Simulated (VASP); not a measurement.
# GeF2 (Fm-3m): band edges, masses and strain, part 4 of 8

Wanted: where the band edges of GeF2 lie, how heavy the carriers are and how strain moves the gap. The cell is generated by rule, not measured, and may not be a known phase.

VASP 6.6.1, plane waves and PAW; the level of theory is named at each step.

So far, least gap on mesh and path (eV): step 3 (bands on a dense mesh, LDA) 3.09; step 5 (bands with spin-orbit coupling, LDA, spin-orbit coupling) 3.09.

The structure was built from a prototype and need not be the compound's stable phase.

## Step 7: Dielectric tensor, Born charges and zone-centre modes

This step: LDA; plane waves and PAW (Ge_d, F); invented cell (VASP 6.6.1).

Perturbation theory gives the screening, the Born charges and the zone-centre modes; it wants a tight threshold.

The input, INCAR:

```
SYSTEM = GeF2
PREC = Accurate
ENCUT = 520
EDIFF = 1E-08
NELM = 100
ISMEAR = 0
SIGMA = 0.02
LREAL = .FALSE.
ALGO = Normal
GGA = CA
NBANDS = 20
LORBIT = 11
LWAVE = .FALSE.
LCHARG = .FALSE.
KPAR = 4
IBRION = 8
LEPSILON = .TRUE.
```

The input, POSCAR:

```
GeF2
1.0
    0.0000000000      2.4738300000      2.4738300000
    2.4738300000      0.0000000000      2.4738300000
    2.4738300000      2.4738300000      0.0000000000
Ge F
1 2
Direct
    0.0000000000      0.0000000000      0.0000000000
    0.2500000000      0.2500000000      0.2500000000
    0.7500000000      0.7500000000      0.7500000000
```

The input, KPOINTS:

```
Automatic mesh
0
Gamma
14 14 14
0 0 0
```

Potentials, in the order of the species: Ge_d and F (LDA family, release 64).

On the command line:

```sh
> mpirun -np 4 vasp_std
```

What it wrote:

```text
[... set-up lines as in an earlier step ...]
 entering main loop
       N       E                     dE             d eps       ncg     rms          rms(c)
DAV:   1     0.241589216355E+03    0.24159E+03   -0.15339E+04  5224   0.353E+03
DAV:   2     0.112510947252E+02   -0.23034E+03   -0.21846E+03  4404   0.694E+02
DAV:   3    -0.151262121882E+02   -0.26377E+02   -0.26163E+02  4656   0.146E+02
DAV:   4    -0.157734882361E+02   -0.64728E+00   -0.64695E+00  4664   0.242E+01
DAV:   5    -0.157816331502E+02   -0.81449E-02   -0.81447E-02  4656   0.304E+00    0.692E+00
DAV:   6    -0.146245270942E+02    0.11571E+01   -0.48875E+00  5744   0.271E+01    0.216E+00
DAV:   7    -0.146198070874E+02    0.47200E-02   -0.18309E-01  4548   0.454E+00    0.126E+00
DAV:   8    -0.146110030707E+02    0.88040E-02   -0.34289E-02  6080   0.439E+00    0.288E-01
DAV:   9    -0.146095584362E+02    0.14446E-02   -0.60837E-03  6308   0.216E+00    0.674E-02
DAV:  10    -0.146096041628E+02   -0.45727E-04   -0.77495E-04  5176   0.659E-01    0.243E-02
DAV:  11    -0.146096104823E+02   -0.63195E-05   -0.14791E-04  6184   0.290E-01    0.880E-03
DAV:  12    -0.146096107781E+02   -0.29575E-06   -0.65507E-06  5616   0.425E-02    0.315E-03
DAV:  13    -0.146096109330E+02   -0.15490E-06   -0.10892E-06  5232   0.144E-02    0.469E-04
DAV:  14    -0.146096109376E+02   -0.46030E-08   -0.46036E-08  4280   0.291E-03
   1 F= -.14609611E+02 E0= -.14609611E+02  d E =-.510416E-46
 Linear response reoptimize wavefunctions to high precision
DAV:   1    -0.146096109374E+02    0.14643E-09   -0.56730E-09  3604   0.158E-03
DAV:   2    -0.146096109375E+02   -0.13415E-09   -0.16494E-09  2752   0.321E-04
DAV:   3    -0.146096109376E+02   -0.52751E-10   -0.47307E-11  2312   0.765E-05
 Linear response G [H, r] |phi>, progress :
  Direction:   1
       N       E                     dE             d eps       ncg     rms
RMM:   1    -0.625866034926E+02   -0.62587E+02    0.78936E+02  4735   0.473E+02
RMM:   2    -0.767546816846E+02   -0.14168E+02   -0.33951E+01  7719   0.528E+01
RMM:   3    -0.771150169210E+02   -0.36034E+00   -0.27843E+00  8605   0.112E+01
RMM:   4    -0.770937907324E+02    0.21226E-01   -0.92976E-02  8765   0.204E+00
RMM:   5    -0.770933676725E+02    0.42306E-03   -0.55278E-03  8922   0.473E-01
RMM:   6    -0.770933537628E+02    0.13910E-04    0.31427E-04  8972   0.904E-02
RMM:   7    -0.770933573341E+02   -0.35713E-05    0.50457E-04  8881   0.226E-02
RMM:   8    -0.770933522042E+02    0.51299E-05    0.57362E-04  8566   0.816E-03
RMM:   9    -0.770933505164E+02    0.16878E-05    0.59452E-04  8064   0.460E-03
RMM:  10    -0.770933459425E+02    0.45739E-05    0.67565E-04  6781   0.409E-03
RMM:  11    -0.770933551216E+02   -0.91791E-05    0.54866E-04  5711   0.362E-03
RMM:  12    -0.770933482997E+02    0.68219E-05    0.66716E-04  5072   0.386E-03
RMM:  13    -0.770933471131E+02    0.11866E-05    0.70919E-04  4861   0.383E-03
 Linear response G [H, r] |phi>, progress :
  Direction:   2
       N       E                     dE             d eps       ncg     rms
RMM:   1    -0.601288017966E+02   -0.60129E+02    0.76140E+02  4789   0.455E+02
RMM:   2    -0.747928672490E+02   -0.14664E+02   -0.33199E+01  7797   0.506E+01
RMM:   3    -0.751408908655E+02   -0.34802E+00   -0.23343E+00  8592   0.107E+01
RMM:   4    -0.751459913477E+02   -0.51005E-02   -0.36339E-02  8788   0.191E+00
RMM:   5    -0.751496399594E+02   -0.36486E-02   -0.22431E-03  8929   0.425E-01
RMM:   6    -0.751484297815E+02    0.12102E-02    0.14371E-02  8967   0.792E-02
RMM:   7    -0.751492081238E+02   -0.77834E-03    0.67664E-03  8820   0.193E-02
RMM:   8    -0.751493258221E+02   -0.11770E-03    0.57368E-03  8559   0.669E-03
RMM:   9    -0.751488693980E+02    0.45642E-03    0.10777E-02  7987   0.369E-03
RMM:  10    -0.751491686522E+02   -0.29925E-03    0.87459E-03  6581   0.308E-03
RMM:  11    -0.751492306925E+02   -0.62040E-04    0.78054E-03  5560   0.275E-03
RMM:  12    -0.751493307389E+02   -0.10005E-03    0.55698E-03  4885   0.285E-03
RMM:  13    -0.751490061960E+02    0.32454E-03    0.88917E-03  4711   0.273E-03
RMM:  14    -0.751491591610E+02   -0.15297E-03    0.70718E-03  4651   0.293E-03
 Linear response G [H, r] |phi>, progress :
  Direction:   3
       N       E                     dE             d eps       ncg     rms
RMM:   1    -0.605916489367E+02   -0.60592E+02    0.73347E+02  4717   0.467E+02
RMM:   2    -0.760744914241E+02   -0.15483E+02   -0.31865E+01  7696   0.504E+01
RMM:   3    -0.763448977655E+02   -0.27041E+00   -0.20148E+00  8482   0.993E+00
RMM:   4    -0.763404944152E+02    0.44034E-02   -0.59114E-02  8693   0.172E+00
RMM:   5    -0.763406317817E+02   -0.13737E-03   -0.38100E-03  8784   0.353E-01
RMM:   6    -0.763406437395E+02   -0.11958E-04   -0.62157E-04  8825   0.708E-02
RMM:   7    -0.763406395393E+02    0.42003E-05   -0.43280E-04  8684   0.179E-02
RMM:   8    -0.763406522077E+02   -0.12668E-04   -0.54905E-04  8175   0.649E-03
RMM:   9    -0.763406419109E+02    0.10297E-04   -0.44393E-04  7258   0.381E-03
RMM:  10    -0.763406504807E+02   -0.85698E-05   -0.54171E-04  6158   0.329E-03
RMM:  11    -0.763406396734E+02    0.10807E-04   -0.40099E-04  5259   0.307E-03
RMM:  12    -0.763406431503E+02   -0.34768E-05   -0.51854E-04  4733   0.318E-03
RMM:  13    -0.763406480112E+02   -0.48610E-05   -0.49863E-04  4625   0.308E-03
 Linear response to external field (no local field effect), progress :
  Direction:   1
       N       E                     dE             d eps       ncg     rms          rms(c)
RMM:   1    -0.712190892448E-01   -0.71219E-01    0.14743E+00  4414   0.149E+01
RMM:   2    -0.295514144423E+00   -0.22430E+00   -0.57903E-02  8095   0.134E+00
RMM:   3    -0.295655962201E+00   -0.14182E-03   -0.17526E-03  8309   0.249E-01
RMM:   4    -0.295667140278E+00   -0.11178E-04   -0.85936E-05  8311   0.424E-02
RMM:   5    -0.295667741811E+00   -0.60153E-06   -0.52244E-06  8431   0.915E-03
RMM:   6    -0.295667779428E+00   -0.37617E-07   -0.32620E-07  8019   0.185E-03
RMM:   7    -0.295667782510E+00   -0.30820E-08   -0.23588E-08  6887   0.464E-04
 change of polarisation eV/A/(eV/A) component  1 :     0.591    -0.052    -0.050
 dielectric tensor                  component  1 :     4.534    -0.309    -0.301
 Linear response to external field (no local field effect), progress :
  Direction:   2
       N       E                     dE             d eps       ncg     rms          rms(c)
RMM:   1    -0.626687776832E-01   -0.62669E-01    0.15191E+00  4332   0.155E+01
RMM:   2    -0.266748364330E+00   -0.20408E+00   -0.59663E-02  8080   0.137E+00
RMM:   3    -0.266925625419E+00   -0.17726E-03   -0.15824E-03  8318   0.247E-01
[...]
Linear response to external field (no local field effect), progress :
  Direction:   3
       N       E                     dE             d eps       ncg     rms          rms(c)
RMM:   1    -0.962327406961E-01   -0.96233E-01    0.14551E+00  4555   0.155E+01
RMM:   2    -0.371515690708E+00   -0.27528E+00   -0.54676E-02  8038   0.131E+00
RMM:   3    -0.371606988327E+00   -0.91298E-04   -0.14575E-03  8083   0.219E-01
RMM:   4    -0.371614003953E+00   -0.70156E-05   -0.65388E-05  8097   0.372E-02
RMM:   5    -0.371614420241E+00   -0.41629E-06   -0.33814E-06  8186   0.807E-03
RMM:   6    -0.371614448246E+00   -0.28005E-07   -0.29306E-07  7719   0.177E-03
RMM:   7    -0.371614450530E+00   -0.22839E-08   -0.26561E-08  6331   0.448E-04
 change of polarisation eV/A/(eV/A) component  3 :    -0.050     0.061     0.743
 dielectric tensor                  component  3 :    -0.301     0.363     5.442
 Linear response to external field, progress :
  Direction:   1
       N       E                     dE             d eps       ncg     rms          rms(c)
RMM:   1    -0.767607450388E-01   -0.76761E-01    0.14823E+00 10427   0.153E+01
RMM:   2    -0.311259582443E+00   -0.23450E+00   -0.57390E-02 18923   0.134E+00    0.115E+00
RMM:   3    -0.278950599894E+00    0.32309E-01   -0.13532E-02 17807   0.974E-01    0.543E-01
RMM:   4    -0.281464868916E+00   -0.25143E-02   -0.95490E-03 19675   0.792E-01    0.103E-01
RMM:   5    -0.283877710257E+00   -0.24128E-02   -0.53141E-04 19101   0.205E-01    0.129E-02
RMM:   6    -0.284250138518E+00   -0.37243E-03   -0.35195E-05 19572   0.486E-02    0.773E-03
RMM:   7    -0.284260968501E+00   -0.10830E-04   -0.23459E-06 19114   0.113E-02    0.131E-03
RMM:   8    -0.284295436056E+00   -0.34468E-04   -0.11145E-06 19678   0.355E-03    0.495E-04
RMM:   9    -0.284289858318E+00    0.55777E-05    0.91874E-08 18762   0.803E-04    0.589E-05
RMM:  10    -0.284290788708E+00   -0.93039E-06   -0.10173E-06 17739   0.223E-04    0.393E-05
RMM:  11    -0.284290497285E+00    0.29142E-06   -0.48595E-07 10195   0.977E-05    0.310E-06
 change of polarisation eV/A/(eV/A) component  1 :     0.532    -0.025    -0.014
 dielectric tensor                  component  1 :     4.179    -0.149    -0.082
 Linear response to external field, progress :
  Direction:   2
       N       E                     dE             d eps       ncg     rms          rms(c)
RMM:   1    -0.766799517916E-01   -0.76680E-01    0.14831E+00 10420   0.153E+01
RMM:   2    -0.311259598493E+00   -0.23458E+00   -0.57429E-02 18920   0.134E+00    0.115E+00
RMM:   3    -0.278950781912E+00    0.32309E-01   -0.13537E-02 17808   0.975E-01    0.543E-01
RMM:   4    -0.281464874840E+00   -0.25141E-02   -0.95481E-03 19675   0.792E-01    0.103E-01
RMM:   5    -0.283877361240E+00   -0.24125E-02   -0.53094E-04 19125   0.205E-01    0.129E-02
RMM:   6    -0.284250106065E+00   -0.37274E-03   -0.34984E-05 19570   0.486E-02    0.773E-03
RMM:   7    -0.284261048846E+00   -0.10943E-04   -0.24054E-06 19128   0.113E-02    0.130E-03
RMM:   8    -0.284295403951E+00   -0.34355E-04   -0.10810E-06 19680   0.354E-03    0.495E-04
RMM:   9    -0.284289836386E+00    0.55676E-05    0.87801E-08 18765   0.800E-04    0.588E-05
RMM:  10    -0.284290758372E+00   -0.92199E-06   -0.10119E-06 17751   0.222E-04    0.393E-05
RMM:  11    -0.284290437527E+00    0.32084E-06   -0.48562E-07 10162   0.974E-05    0.309E-06
 change of polarisation eV/A/(eV/A) component  2 :    -0.014     0.532     0.004
 dielectric tensor                  component  2 :    -0.082     4.179     0.022
 Linear response to external field, progress :
  Direction:   3
       N       E                     dE             d eps       ncg     rms          rms(c)
RMM:   1    -0.766799140537E-01   -0.76680E-01    0.14831E+00 10420   0.153E+01
RMM:   2    -0.311259439123E+00   -0.23458E+00   -0.57427E-02 18922   0.134E+00    0.115E+00
RMM:   3    -0.278950745820E+00    0.32309E-01   -0.13539E-02 17805   0.975E-01    0.543E-01
RMM:   4    -0.281465003464E+00   -0.25143E-02   -0.95502E-03 19675   0.792E-01    0.103E-01
RMM:   5    -0.283877181301E+00   -0.24122E-02   -0.53106E-04 19125   0.205E-01    0.129E-02
RMM:   6    -0.284249965781E+00   -0.37278E-03   -0.34996E-05 19571   0.485E-02    0.773E-03
RMM:   7    -0.284261104621E+00   -0.11139E-04   -0.24117E-06 19124   0.113E-02    0.130E-03
RMM:   8    -0.284295480283E+00   -0.34376E-04   -0.11009E-06 19680   0.354E-03    0.494E-04
RMM:   9    -0.284289842786E+00    0.56375E-05    0.52224E-08 18773   0.798E-04    0.589E-05
RMM:  10    -0.284290746995E+00   -0.90421E-06   -0.10384E-06 17769   0.221E-04    0.392E-05
RMM:  11    -0.284290512591E+00    0.23440E-06   -0.51521E-07 10164   0.959E-05    0.309E-06
 change of polarisation eV/A/(eV/A) component  3 :     0.001    -0.009     0.532
 dielectric tensor                  component  3 :     0.005    -0.056     4.179
 Linear response DOF=           2
 Linear response progress:
  Degree of freedom:   1/  2
       N       E                     dE             d eps       ncg     rms          rms(c)
RMM:   1    -0.189698430013E+00   -0.18970E+00    0.26337E+00 10796   0.327E+01
RMM:   2    -0.193053582390E+00   -0.33552E-02   -0.10455E-02 17096   0.101E+00    0.985E-02
RMM:   3    -0.192633131841E+00    0.42045E-03   -0.10321E-03 17891   0.256E-01    0.477E-02
RMM:   4    -0.192340930362E+00    0.29220E-03   -0.87884E-05 18945   0.881E-02    0.123E-02
RMM:   5    -0.192352621053E+00   -0.11691E-04   -0.49727E-06 19520   0.204E-02    0.249E-03
RMM:   6    -0.192348374201E+00    0.42469E-05   -0.11123E-06 19904   0.818E-03    0.437E-04
RMM:   7    -0.192348003100E+00    0.37110E-06   -0.51947E-07 19906   0.353E-03    0.983E-05
RMM:   8    -0.192348074238E+00   -0.71137E-07   -0.19993E-07 20374   0.172E-03    0.669E-05
RMM:   9    -0.192348737513E+00   -0.66327E-06   -0.40005E-07 20123   0.884E-04    0.227E-05
RMM:  10    -0.192348741642E+00   -0.41295E-08   -0.40207E-07 20806   0.518E-04    0.187E-05
RMM:  11    -0.192348935794E+00   -0.19415E-06   -0.36963E-07 20260   0.333E-04    0.284E-06
RMM:  12    -0.192348943298E+00   -0.75044E-08   -0.28165E-07 21322   0.233E-04    0.422E-06
RMM:  13    -0.192348991772E+00   -0.48473E-07   -0.16493E-07 20426   0.181E-04    0.566E-07
RMM:  14    -0.192348971090E+00    0.20682E-07   -0.11482E-07 18797   0.148E-04    0.317E-06
RMM:  15    -0.192348973274E+00   -0.21847E-08   -0.64691E-08 14713   0.126E-04    0.328E-06
 first order change of Fermi-energy   0.14333E-04
 force on displaced ion       1 direction 1 :  -2.830   0.000   0.000
 Born effective charge ion    1 direction 1 :   3.829   0.000   0.000
 Linear response progress:
  Degree of freedom:   2/  2
       N       E                     dE             d eps       ncg     rms          rms(c)
RMM:   1    -0.526432562278E+00   -0.52643E+00    0.65457E-01 33707   0.492E+00
RMM:   2    -0.520989190304E+00    0.54434E-02   -0.12288E-02 28899   0.111E+00    0.100E-01
RMM:   3    -0.522451713360E+00   -0.14625E-02   -0.17523E-03 31447   0.316E-01    0.528E-02
RMM:   4    -0.523940541218E+00   -0.14888E-02   -0.23895E-04 29968   0.112E-01    0.862E-03
RMM:   5    -0.523979330234E+00   -0.38789E-04   -0.82417E-06 32077   0.224E-02    0.589E-03
RMM:   6    -0.523978084120E+00    0.12461E-05   -0.76760E-07 31914   0.771E-03    0.921E-04
RMM:   7    -0.524004766391E+00   -0.26682E-04   -0.88466E-08 31782   0.228E-03    0.321E-04
RMM:   8    -0.523999524554E+00    0.52418E-05   -0.24180E-08 32087   0.673E-04    0.710E-05
RMM:   9    -0.523999657861E+00   -0.13331E-06   -0.21571E-08 32485   0.213E-04    0.263E-05
RMM:  10    -0.523999726969E+00   -0.69108E-07   -0.20962E-08 32769   0.156E-04    0.646E-06
RMM:  11    -0.523999622735E+00    0.10423E-06   -0.20581E-08 31724   0.133E-04    0.150E-06
RMM:  12    -0.523999609886E+00    0.12849E-07   -0.19555E-08 28543   0.127E-04    0.448E-07
RMM:  13    -0.523999616210E+00   -0.63238E-08   -0.21142E-08 19550   0.126E-04    0.758E-08
 first order change of Fermi-energy  -0.15751E-04
 force on displaced ion       2 direction 1 :  -6.228  -0.000  -0.000
 Born effective charge ion    2 direction 1 :  -1.915   0.000   0.000
 Born effective charges drift removed
 Linear response finished
```

Wall time 5.4 min (4 MPI ranks of AMD EPYC 9R14 (Zen 4), shared host); peak memory 2.5 GiB.

(Continued in part 5 of 8.)

[Lines on the potential files, build, host, timing and source positions are cut from VASP's logs without a mark.]

[Logs are printed without paths, hosts, clocks, repeated set-up lines and the standing remarks that a program may print on its own settings, such as how far it seeks lower states.]

[Hosts, paths, dates, database ids (printed as entryN), source tags and the programs' standing remarks are cut or masked in the printed files.]

[In band tables of VASP the shares of atoms and orbitals are scaled to a sum of 1 inside the atoms' spheres.]

[Gaps and slopes under strain along one axis are those of the sampled path and mesh points; where strain splits equal valleys, another of them can be the edge.]
